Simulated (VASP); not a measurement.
# SiNi3: Si into a neighbouring Si vacancy, part 4 of 4

Aim: the barrier for one hop in SiNi3: Si into a neighbouring Si vacancy. The start is a cell from a database of measured crystal structures.

VASP 6.6.1; PBE, spin-polarised from a ferromagnetic start; plane waves and PAW (Ni, Si).

Still holding for the runs below: The magnetic state follows from one typed start and may not be the lowest.

So far. Step 3 (Relax the start): The run ended after 10 ionic steps, 0.078 eV below its first step, once the forces on the free atoms met EDIFFG = -0.05. Step 4 (Relax the end): The run ended after 6 ionic steps, 0.035 eV below its first step, once the forces on the free atoms met EDIFFG = -0.05.

The database entry behind the starting cell differs from later determinations by our own check (an axis about 0.9 % long against later determinations), so it need not match the best structure at ambient conditions.

**5. Nudged elastic band**

Images on a straight line between the ends relax across the path, while springs keep them spaced along it.

INCAR reads:

```
SYSTEM = SiNi4
PREC = Normal
ENCUT = 280
EDIFF = 1E-05
NELM = 120
ISMEAR = 1
SIGMA = 0.15
LREAL = Auto
ALGO = Fast
GGA = PE
NBANDS = 96
ISPIN = 2
MAGMOM = 1 1 1 1 1 1 1 1 1 1 1 1 0 0 0
LASPH = .TRUE.
LMAXMIX = 4
LWAVE = .FALSE.
LCHARG = .FALSE.
IMAGES = 3
SPRING = -5
IBRION = 1
POTIM = 0.3
NSW = 60
EDIFFG = -0.05
ISYM = 0
ISIF = 0
```

POSCAR reads:

```
SiNi4
1.0
   -3.5030935155      3.5030935155      3.5030935155
    3.5030935155     -3.5030935155      3.5030935155
    3.5030935155      3.5030935155     -3.5030935155
Ni Si
12 3
Direct
    0.2501976639      0.2516414426      0.5012370837
    0.7494191203      0.7485064681      0.4972979569
    0.7494382002      0.2514613046      0.0002124659
    0.2501695942      0.7482525725      0.9979529181
    0.2514350104      0.5026491614      0.2508556587
    0.7482882895      0.0001832696      0.2509090928
    0.7483840838      0.4969010589      0.7475071960
    0.2510808345      0.9998050023      0.7475450737
    0.5003760802      0.2501676264      0.2492433125
    0.9995417431      0.7492347493      0.2490256969
    0.9996924822      0.2500244479      0.7489914984
    0.4999830750      0.7505772171      0.7494377162
    0.4997713677      0.5003858175      0.9991075160
    0.4990810265      0.9994794212      0.4984958451
    0.0000918237      0.5001511590      0.4991754347
```

KPOINTS reads:

```
Automatic mesh
0
Gamma
4 4 4
0 0 0
```

00/POSCAR reads:

```
SiNi4
1.0
   -3.5030935155      3.5030935155      3.5030935155
    3.5030935155     -3.5030935155      3.5030935155
    3.5030935155      3.5030935155     -3.5030935155
Ni Si
12 3
Direct
    0.2501976639      0.2516414426      0.5012370837
    0.7494191203      0.7485064681      0.4972979569
    0.7494382002      0.2514613046      0.0002124659
    0.2501695942      0.7482525725      0.9979529181
    0.2514350104      0.5026491614      0.2508556587
    0.7482882895      0.0001832696      0.2509090928
    0.7483840838      0.4969010589      0.7475071960
    0.2510808345      0.9998050023      0.7475450737
    0.5003760802      0.2501676264      0.2492433125
    0.9995417431      0.7492347493      0.2490256969
    0.9996924822      0.2500244479      0.7489914984
    0.4999830750      0.7505772171      0.7494377162
    0.4997713677      0.5003858175      0.9991075160
    0.4990810265      0.9994794212      0.4984958451
    0.0000918237      0.5001511590      0.4991754347
```

01/POSCAR reads:

```
SiNi4
1.0
   -3.5030935155      3.5030935155      3.5030935155
    3.5030935155     -3.5030935155      3.5030935155
    3.5030935155      3.5030935155     -3.5030935155
Ni Si
12 3
Direct
    0.2496020330      0.2508284569      0.5004973287
    0.7497846683      0.7487823605      0.4984310073
    0.7496516247      0.2507575968      0.0006045539
    0.2496482755      0.7489734076      0.9984953866
    0.2509254728      0.5017038910      0.2505930311
    0.7484002680     -0.0000946035      0.2508671347
    0.7487817627      0.4973570774      0.7481025337
    0.2504538436      0.9996001518      0.7482995793
    0.5002775685      0.2498095532      0.2500314332
    1.0001376105      0.7494795485      0.2496465528
    0.9990534593      0.2496840600      0.7490997666
    0.4996552069      0.7503335519      0.7492232976
    0.6242969641      0.6250579182      0.9994841208
    0.4989894216      0.9994489947      0.4991805446
    0.0001632319      0.4999293882      0.4994510591
```

02/POSCAR reads:

```
SiNi4
1.0
   -3.5030935155      3.5030935155      3.5030935155
    3.5030935155     -3.5030935155      3.5030935155
    3.5030935155      3.5030935155     -3.5030935155
Ni Si
12 3
Direct
    0.2490064021      0.2500154712      0.4997575738
    0.7501502164      0.7490582530      0.4995640576
    0.7498650492      0.2500538890      0.0009966419
    0.2491269568      0.7496942426      0.9990378550
    0.2504159353      0.5007586206      0.2503304036
    0.7485122464     -0.0003724767      0.2508251766
    0.7491794416      0.4978130959      0.7486978714
    0.2498268526      0.9993953014      0.7490540848
    0.5001790568      0.2494514800      0.2508195540
    1.0007334779      0.7497243477      0.2502674086
    0.9984144364      0.2493436722      0.7492080349
    0.4993273388      0.7500898867      0.7490088790
    0.7488225605      0.7497300190      0.9998607255
    0.4988978166      0.9994185682      0.4998652440
    0.0002346401      0.4997076174      0.4997266835
```

03/POSCAR reads:

```
SiNi4
1.0
   -3.5030935155      3.5030935155      3.5030935155
    3.5030935155     -3.5030935155      3.5030935155
    3.5030935155      3.5030935155     -3.5030935155
Ni Si
12 3
Direct
    0.2484107713      0.2492024854      0.4990178188
    0.7505157644      0.7493341454      0.5006971080
    0.7500784738      0.2493501811      0.0013887299
    0.2486056380      0.7504150776      0.9995803234
    0.2499063978      0.4998133501      0.2500677760
    0.7486242249     -0.0006503498      0.2507832184
    0.7495771206      0.4982691144      0.7492932091
    0.2491998617      0.9991904510      0.7498085904
    0.5000805450      0.2490934069      0.2516076748
    1.0013293453      0.7499691469      0.2508882645
    0.9977754135      0.2490032843      0.7493163032
    0.4989994706      0.7498462215      0.7487944604
    0.8733481569      0.8744021198      1.0002373302
    0.4988062117      0.9993881418      0.5005499435
    0.0003060483      0.4994858466      0.5000023079
```

04/POSCAR reads:

```
SiNi4
1.0
   -3.5030935155      3.5030935155      3.5030935155
    3.5030935155     -3.5030935155      3.5030935155
    3.5030935155      3.5030935155     -3.5030935155
Ni Si
12 3
Direct
    0.2478151404      0.2483894997      0.4982780638
    0.7508813124      0.7496100378      0.5018301584
    0.7502918983      0.2486464733      0.0017808179
    0.2480843193      0.7511359127      1.0001227919
    0.2493968602      0.4988680797      0.2498051484
    0.7487362034     -0.0009282229      0.2507412603
    0.7499747995      0.4987251329      0.7498885468
    0.2485728708      0.9989856005      0.7505630960
    0.4999820333      0.2487353337      0.2523957955
    1.0019252127      0.7502139461      0.2515091204
    0.9971363906      0.2486628964      0.7494245714
    0.4986716025      0.7496025563      0.7485800418
    0.9978737533      0.9990742205      1.0006139350
    0.4987146068      0.9993577153      0.5012346430
    0.0003774565      0.4992640758      0.5002779323
```

PAW data sets: Ni and Si (PBE family, release 64).

Launch:

```
mpirun -np 3 vasp_std
```

Output:

```text
[banner, memory and clock lines left out]
running    3 mpi-ranks, on    1 nodes
 each image running on    1 cores
 distrk:  each k-point on    1 cores,    1 groups
 distr:  one band on    1 cores,    1 groups

 POSCAR found type information on POSCAR NiSi
 01/POSCAR found :  2 types and      15 ions
 LDA part: xc-table for (Slater+PW92), standard interpolation
 POSCAR found type information on POSCAR NiSi
 00/POSCAR found :  2 types and      15 ions
 POSCAR found type information on POSCAR NiSi
 04/POSCAR found :  2 types and      15 ions
 POSCAR, INCAR and KPOINTS ok, starting setup
 FFT: planning ... GRIDC
 FFT: planning ... GRID_SOFT
 FFT: planning ... GRID
 WAVECAR not read
 entering main loop
       N       E                     dE             d eps       ncg     rms          rms(c)
DAV:   1     0.775444098937E+03    0.77544E+03   -0.35814E+04 13864   0.114E+03
DAV:   2    -0.149569968724E+02   -0.79040E+03   -0.73524E+03 13824   0.294E+02
DAV:   3    -0.944340279261E+02   -0.79477E+02   -0.70703E+02 14528   0.110E+02
DAV:   4    -0.969445268017E+02   -0.25105E+01   -0.24934E+01 15360   0.217E+01
DAV:   5    -0.970013447375E+02   -0.56818E-01   -0.56804E-01 16168   0.268E+00    0.401E+01
RMM:   6    -0.102609431624E+03   -0.56081E+01   -0.14795E+02 13824   0.648E+01    0.448E+01
RMM:   7    -0.885762627004E+02    0.14033E+02   -0.42855E+01 13824   0.322E+01    0.265E+01
RMM:   8    -0.837668289002E+02    0.48094E+01   -0.66631E+00 13824   0.138E+01    0.122E+01
RMM:   9    -0.846271029801E+02   -0.86027E+00   -0.29256E+00 13824   0.833E+00    0.172E+01
RMM:  10    -0.829125075509E+02    0.17146E+01   -0.15088E+00 13824   0.649E+00    0.351E+00
RMM:  11    -0.828893478234E+02    0.23160E-01   -0.15949E-01 13824   0.200E+00    0.295E+00
RMM:  12    -0.828697687684E+02    0.19579E-01   -0.51273E-02 13826   0.112E+00    0.217E+00
RMM:  13    -0.828533917363E+02    0.16377E-01   -0.23592E-02 13904   0.751E-01    0.110E+00
RMM:  14    -0.828533112372E+02    0.80499E-04   -0.83308E-03 14008   0.430E-01    0.870E-01
RMM:  15    -0.828584006789E+02   -0.50894E-02   -0.71809E-03 13831   0.384E-01    0.744E-01
RMM:  16    -0.828565104385E+02    0.18902E-02   -0.37346E-03 13824   0.297E-01    0.321E-01
RMM:  17    -0.828562275856E+02    0.28285E-03   -0.91676E-04 14141   0.137E-01    0.179E-01
RMM:  18    -0.828562404640E+02   -0.12878E-04   -0.41418E-04 14072   0.955E-02    0.142E-01
RMM:  19    -0.828562093273E+02    0.31137E-04   -0.17596E-04 13945   0.620E-02    0.753E-02
RMM:  20    -0.828562140671E+02   -0.47399E-05   -0.86137E-05 13621   0.437E-02
   1 F= -.82856214E+02 E0= -.82860409E+02  d E =-.828562E+02  mag=     2.4805
 BRION: g(F)=  0.170E+02 g(S)=  0.000E+00
 bond charge predicted
       N       E                     dE             d eps       ncg     rms          rms(c)
DAV:   1    -0.838601133130E+02   -0.10039E+01   -0.26051E+02 14392   0.497E+01    0.436E+00
RMM:   2    -0.853034199437E+02   -0.14433E+01   -0.55292E+00 13824   0.128E+01    0.138E+01
RMM:   3    -0.840993320362E+02    0.12041E+01   -0.14685E+00 13824   0.632E+00    0.295E+00
RMM:   4    -0.841045119942E+02   -0.51800E-02   -0.31414E-01 13824   0.263E+00    0.275E+00
RMM:   5    -0.840552690280E+02    0.49243E-01   -0.99337E-02 13824   0.163E+00    0.855E-01
RMM:   6    -0.840519736869E+02    0.32953E-02   -0.28639E-02 13860   0.827E-01    0.828E-01
RMM:   7    -0.840539214143E+02   -0.19477E-02   -0.16298E-02 13879   0.610E-01    0.109E+00
RMM:   8    -0.840466958214E+02    0.72256E-02   -0.93314E-03 13826   0.478E-01    0.199E-01
RMM:   9    -0.840472678793E+02   -0.57206E-03   -0.31426E-03 14754   0.226E-01    0.278E-01
RMM:  10    -0.840468926344E+02    0.37524E-03   -0.11052E-03 14286   0.151E-01    0.102E-01
RMM:  11    -0.840469670051E+02   -0.74371E-04   -0.55614E-04 15652   0.807E-02    0.115E-01
RMM:  12    -0.840469124454E+02    0.54560E-04   -0.12192E-04 13763   0.489E-02    0.446E-02
RMM:  13    -0.840469401214E+02   -0.27676E-04   -0.67109E-05 13321   0.349E-02    0.725E-02
RMM:  14    -0.840469158449E+02    0.24276E-04   -0.36514E-05 11216   0.293E-02    0.211E-02
RMM:  15    -0.840469178222E+02   -0.19772E-05   -0.16524E-05  8810   0.173E-02
   2 F= -.84046918E+02 E0= -.84053564E+02  d E =-.119070E+01  mag=     2.4863
[... from here on, the cycles between the ionic steps are left out ...]
   3 F= -.84326447E+02 E0= -.84334002E+02  d E =-.279529E+00  mag=     2.4660
   4 F= -.84522904E+02 E0= -.84530492E+02  d E =-.196457E+00  mag=     2.4203
   5 F= -.84671456E+02 E0= -.84678535E+02  d E =-.148552E+00  mag=     2.3441
   6 F= -.84697582E+02 E0= -.84704638E+02  d E =-.261262E-01  mag=     2.3346
   7 F= -.84733951E+02 E0= -.84740992E+02  d E =-.363686E-01  mag=     2.3267
   8 F= -.84771526E+02 E0= -.84778572E+02  d E =-.375756E-01  mag=     2.3222
   9 F= -.84831102E+02 E0= -.84838113E+02  d E =-.595761E-01  mag=     2.3124
  10 F= -.85016793E+02 E0= -.85023376E+02  d E =-.185690E+00  mag=     2.2436
  11 F= -.85283647E+02 E0= -.85287347E+02  d E =-.266854E+00  mag=     1.5941
  12 F= -.85232724E+02 E0= -.85237666E+02  d E =0.509225E-01  mag=     1.9962
  13 F= -.85274222E+02 E0= -.85278763E+02  d E =-.414981E-01  mag=     1.8940
  14 F= -.85314597E+02 E0= -.85318863E+02  d E =-.403744E-01  mag=     1.7076
  15 F= -.85314671E+02 E0= -.85319016E+02  d E =-.744531E-04  mag=     1.7343
  16 F= -.85314688E+02 E0= -.85319078E+02  d E =-.173159E-04  mag=     1.7501
  17 F= -.85315402E+02 E0= -.85319819E+02  d E =-.713435E-03  mag=     1.7501
  18 F= -.85318348E+02 E0= -.85322781E+02  d E =-.294665E-02  mag=     1.7369
  19 F= -.85319696E+02 E0= -.85324131E+02  d E =-.134739E-02  mag=     1.7309
  20 F= -.85320410E+02 E0= -.85324846E+02  d E =-.714330E-03  mag=     1.7282
  21 F= -.85320552E+02 E0= -.85324988E+02  d E =-.141776E-03  mag=     1.7279
  22 F= -.85320575E+02 E0= -.85325012E+02  d E =-.229240E-04  mag=     1.7276
  23 F= -.85320342E+02 E0= -.85324779E+02  d E =0.232461E-03  mag=     1.7280
 BRION: g(F)=  0.153E-02 g(S)=  0.000E+00 retain N=  5 mean eig= 4.32
 eig:   7.065  7.065  4.738  2.283  0.456
 bond charge predicted
       N       E                     dE             d eps       ncg     rms          rms(c)
DAV:   1    -0.853202877783E+02    0.44874E-04   -0.50880E-02 13904   0.665E-01    0.259E-02
RMM:   2    -0.853203186419E+02   -0.30864E-04   -0.32385E-04 13822   0.100E-01    0.421E-02
RMM:   3    -0.853203172115E+02    0.14304E-05   -0.66713E-05 13548   0.356E-02
  24 F= -.85320317E+02 E0= -.85324751E+02  d E =0.251487E-04  mag=     1.7287
 BRION: g(F)=  0.152E-02 g(S)=  0.000E+00 retain N=  2 mean eig= 2.78
 eig:   2.298  3.264
 reached required accuracy - stopping structural energy minimisation
```

Wall time 67 min (3 MPI ranks of AMD EPYC 9R45, shared host); peak memory 1.2 GiB; 3.3 h of CPU time.

OUTCAR, selected parts (step 5):

```text
   NELECT =     132.0000    total number of electrons

  tangential force (eV/A)        -0.718973
  left and right image   1.543184  1.525053 A

  tangential force (eV/A)        -0.720205
  left and right image   1.542526  1.524283 A

 E-fermi :   9.3447

 spin component 1
 k-point     1 :       0.0000    0.0000    0.0000
  band No.  band energies     occupation
    ...
     62       8.8281      1.00001
     63       8.8597      1.00002
     64       9.0852      1.01725
     65       9.2689      0.87287
     66       9.2700      0.86891
     67       9.3631      0.39727
     68       9.8638     -0.00001
     69       9.9162     -0.00000
     70       9.9189     -0.00000
     71       9.9689     -0.00000
    ...

 k-point     2 :       0.2500    0.0000    0.0000
  band No.  band energies     occupation
    ...
     63       8.8868      1.00007
     64       8.8899      1.00008
     65       9.0166      1.00417
     66       9.0238      1.00497
     67       9.2461      0.94413
     68       9.7992     -0.00008
     69      10.1214     -0.00000
     70      10.2874     -0.00000
     71      10.3998     -0.00000
     72      10.5181     -0.00000
    ...

 POSITION                                       TOTAL-FORCE (eV/Angst)
 -----------------------------------------------------------------------------------
      1.99689      1.99927      0.14715         0.007552      0.013259      0.045145
      1.50926      1.50685      3.65039        -0.005606     -0.010542      0.042652
     -1.50629      1.50718      3.65033         0.006956     -0.011902      0.042471
      5.01247      1.99961      0.14741        -0.006997      0.010307      0.042315
      1.67076      0.00168      1.66475         0.052856     -0.000676      0.042108
      1.89989      0.00150      5.66657        -0.129317      0.000540      0.050451
      1.60687      3.50474      2.16375         0.127209      0.001107      0.051496
      5.33879      0.00185      1.66487        -0.053459     -0.000379      0.039757
      0.00205      1.67500      1.66908        -0.001292      0.052239      0.046247
      3.50455     -1.59996      2.16070         0.001025     -0.126408      0.044485
      0.00180      5.33457      1.66955        -0.001545     -0.052699      0.045952
      3.50429      1.60310      2.16020         0.001633      0.126781      0.045711
      3.50467      3.50491      0.91254        -0.001007     -0.000994     -0.622318
      3.50478      0.00203      3.80343         0.000721     -0.001663      0.041743
      3.50467      0.00143      0.29924         0.001272      0.001033      0.041786
 -----------------------------------------------------------------------------------
    total drift:                                0.007488      0.003096      0.070763

  FREE ENERGIE OF THE ION-ELECTRON SYSTEM (eV)
  ---------------------------------------------------
  free  energy   TOTEN  =       -85.3203172115 eV

  energy  without entropy=      -85.3336183818  energy(sigma->0) =      -85.32475093

  tangential force (eV/A)        -0.717082
  left and right image   1.540088  1.523092 A

[... 6 parts as in an earlier step ...]

[... 13 further parts left out ...]
```

CONTCAR:

```
SiNi4
   1.00000000000000
    -3.5030935154999998    3.5030935154999998    3.5030935154999998
     3.5030935154999998   -3.5030935154999998    3.5030935154999998
     3.5030935154999998    3.5030935154999998   -3.5030935154999998
  Ni              Si
    12     3
Direct
     0.3063595645546337    0.3060198206332040    0.5703746707212178
     0.7360975663047991    0.7364422077350726    0.4304930722361076
     0.7361363329268530    0.3060206413308655    0.0001271839565753
     0.3064451869298115    0.7364737965900119    1.0008402347514218
     0.2378515187925845    0.4760808191418741    0.2387082335445064
     0.8090088254550410    1.0799685619634214    0.2713879982231718
     0.8090699098950889    0.5381840992278656    0.7295848222642750
     0.2378913574211263    0.9996382075682696    0.7622736476176479
     0.4773030295816158    0.2385214022089409    0.2393664720413896
     0.0800354104096460    0.8086072478725584    0.2718452912558388
     0.9997059676199200    0.2385539226967194    0.7616658589765286
     0.5371387186099575    0.8084970878949845    0.7289821681587721
     0.6305068653453313    0.6304732658908132    1.0004837305759200
     0.5431574571483467    1.0431079134846037    0.5005309498165899
     0.0429159148649588    0.5429372319500525    0.5004301040923338
```

Images along the path:

```csv
image,path (A),energy (eV),"Si13: x, y, z (Å)"
0,0.000,0.0000,"3.502, 3.498, 0.004"
1,1.540,0.5374,"3.505, 3.505, 0.913"
2,3.063,2.9829,"3.505, 3.503, 1.742"
3,4.585,0.5439,"3.500, 3.500, 2.578"
4,6.129,0.0007,"3.509, 3.501, 3.490"
```

This step gave:

| Property | Result |
| --- | --- |
| electronic cycles | 220 |
| path length (all atoms, rigid shifts included) | 6.129 Å |
| barrier | 2.983 eV |
| barrier in the reverse direction | 2.982 eV |
| barrier from a spline through the images | 2.982 eV |
| reaction energy | 7.22e-4 eV |

What the program prints for this run, and its count of cycles, belong to image 1; the force that counts for the threshold is the band's, across the path.

**6. Summary of results**

- hop: Si into a neighbouring Si vacancy
- barrier: 2.98 eV
- barrier in the reverse direction: 2.98 eV
- barrier from a spline through the images: 2.98 eV
- reaction energy: 7.2e-4 eV
- path length (all atoms, rigid shifts included): 6.13 Å

What this shows: The barrier is 2.98 eV forwards and 2.98 eV backwards. With an attempt frequency of 10¹³ per second, taken as a typical value, this barrier gives about 10^-37 hops a second at 300 K. Both ends are alike and an image sits at the midpoint, which is the saddle if the path is symmetric. The band met its force threshold after 24 steps. Cell and mesh are small and were not tested. The band started on a straight line, so other routes may lie lower.

[Lines on the potential files, build, host, timing and source positions are cut from VASP's logs without a mark.]

[Logs are printed without paths, hosts, clocks, repeated set-up lines and the standing remarks that a program may print on its own settings, such as how far it seeks lower states.]

[Hosts, paths, dates, database ids (printed as entryN), source tags and the programs' standing remarks are cut or masked in the printed files.]

[Runs that stopped without an error message from VASP are left out.]
